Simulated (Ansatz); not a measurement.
# BaTe: what symmetry allows forces and stress to be

```xyz
2
Lattice="-0.0746 3.3811 3.2801 3.5048 -0.1982 3.4037 3.3065 3.3065 0.0000" Properties=species:S:1:pos:R:3 pbc="T T T"
Ba    0.1028    0.1028    0.0000
Te    3.2655    3.1419    3.3419
```

Computed with DFT PBE, scalar-relativistic, plane waves, PAW in Ansatz 0.2.0.

Settings: cutoff 420 eV, Γ-centred mesh 8×8×8 on the computed 2-atom cell, Gaussian smearing of 0.02 eV; no spin polarisation.

This distorted cell has space group C2, with 2 operations.

Problem. Without a calculation: in which directions can each atom feel a force?

Solution. A force must be left unchanged by every operation that keeps its atom in place, so it lies in the space that those operations leave fixed. Atoms that the group maps onto each other feel forces of one size.
```json
{"atom": "Ba1", "site symmetry": "2", "operations at the site": "2", "equivalent to atom": "1", "allowed force (Cartesian)": "along (0.71, 0.71, 0.00)"}
{"atom": "Te2", "site symmetry": "2", "operations at the site": "2", "equivalent to atom": "2", "allowed force (Cartesian)": "along (0.71, 0.71, 0.00)"}
```

That leaves 2 independent force components of 6, tied by 1 condition that the forces sum to zero, so 1 remains. A relaxation in this cell that keeps the symmetry moves the atoms in these directions alone.

Problem. And the stress tensor?

Solution. It must be invariant under the point group, which leaves 4 independent components: xx = yy. Further linear relations between components hold in this frame.

Problem. Do the computed values obey this?

Solution. Yes. Forces (eV/Å):
```
Ba1 -0.482 -0.482  0.000
Te2  0.482  0.482  0.000
```

Stress (GPa, compression positive, xx yy zz yz xz xy): 4.08 4.08 5.25 0.41 -0.41 0.21. The program imposes the same operations on density, forces and stress, so this confirms the analysis and is no independent test of the calculation.